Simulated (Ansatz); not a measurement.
Runs of Ansatz 0.2.0 on SnTe. It takes space group Fm-3m (No. 225, cubic). The conventional cell has a = 6.302 Å, b = 6.302 Å, c = 6.302 Å, α = 90.00°, β = 90.00°, γ = 90.00°. Te (site symmetry m-3m) has 6 Sn at 3.15 Å as nearest neighbours. Around Sn (site symmetry m-3m) lie 6 Te at 3.15 Å. 

```tsv
task	level	potentials or basis	cell	k mesh	cutoff (eV)	smearing	basis error allowed	mesh quality	pressure (GPa)	relaxed volume (Å³/atom)
relaxation of cell and atoms	revPBE+D3(BJ)	all-electron LAPW, scalar-relativistic	relaxed	7 × 7 × 7	-	fermi-dirac 0.05 eV	0.001 eV/atom	not flagged	0.0	30.77
single point	PBE	all-electron LAPW, scalar-relativistic	as given	5 × 5 × 5	170	fermi-dirac 0.06 eV	0.002 eV/atom	not flagged	2.2	-
band structure	PBEsol	all-electron LAPW, non-relativistic	as given	7 × 7 × 7	185	fermi-dirac 0.05 eV	0.001 eV/atom	not flagged	0.1	-
relaxation of cell and atoms	RPBE+D4	all-electron LAPW, scalar-relativistic	relaxed	7 × 7 × 7	-	fermi-dirac 0.05 eV	0.001 eV/atom	not flagged	0.0	(a)
```

Alike in all rows: no spin polarisation.

**Question.** Fill in the values left out.

**Answer.** (a) 30.84.

Caveats: relativity is left out, which matters for the heavier elements (some runs).

Not every run made on this cell is shown here.
